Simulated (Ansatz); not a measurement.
Input of an Ansatz 0.2.0 run:

input.yaml

```yaml
crystal:
  lattice:
    - [3.0292, 0.0, 0.0]
    - [-1.5146, 2.6233641531, 0.0]
    - [0.0, 0.0, 3.2284]
  atoms:
    - { symbol: Ti, position: [-0.003371, -0.013915, -0.015266] }
    - { symbol: B, position: [0.656398, 0.313478, 0.502741] }
    - { symbol: B, position: [0.331489, 0.666492, 0.494086] }
hamiltonian:
  xc: pbe
  pseudopotentials: { kind: paw }
kpoints:
  mp_grid: { grid: [10, 10, 8] }
scf:
  occupations: { method: fermi_dirac, width: 0.05 }
output:
  forces: true
  stress: true
  eigenvalues: true
```

Potentials or basis: Ansatz PAW.

Command:

```console
$ ansatz run input.yaml --threads 2 --pin off --max-ram 5120MiB --backend cpu --events-out ev --progress --plain --runs-dir out
```

Task: Estimate the band gap on the k mesh.

Result: None (metal or under the smearing width).

Task: What does it give for the largest force?

Result: 0.943 eV/Å.

Stress tensor (GPa, compression positive):
```
-0.03  0.05 -0.16
 0.05  2.56  0.09
-0.16  0.09  0.21
```
